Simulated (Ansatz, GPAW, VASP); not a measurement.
Rh: programs and potentials compared

```xyz
1
Lattice="0.0000 1.8979 1.8979 1.8979 0.0000 1.8979 1.8979 1.8979 0.0000" Properties=species:S:1:pos:R:3 pbc="T T T"
Rh    0.0000    0.0000    0.0000
```

Alike in all runs: task single point; functional PBE; k mesh 12 × 12 × 12; occupations gaussian, width 0.02 eV; no spin polarisation; no spin-orbit coupling. Pressure is positive in compression and, in plane waves, holds the error of the finite cutoff, which Ansatz's Pulay term estimates and takes out.

```tsv
program and potentials	plane-wave cutoff (eV)	notes	band gap (eV)	pressure (GPa)
Ansatz, Ansatz PAW	420	17 valence electrons an atom on average; Pulay term of +0.12 GPa included	no gap	7.22
Ansatz, all-electron LAPW, scalar-relativistic	-	-	no gap	7.18
VASP, PBE PAW files Rh_pv, release 54, 520 eV	520	15 valence electrons an atom on average	no gap	7.42
GPAW, GPAW PAW data sets (gpaw-data 1.2.1)	600	15 valence electrons an atom on average	no gap	9.19
```

None finds a gap. The pressure spans 7.18 (Ansatz, all-electron LAPW, scalar-relativistic) to 9.19 GPa (GPAW, GPAW PAW data sets (gpaw-data 1.2.1)), with all-electron results at 7.18.

Differences between rows come from potentials, basis sets and numerical settings, since the functional is the same but for its coding. Runs on potential files found faulty are left out.
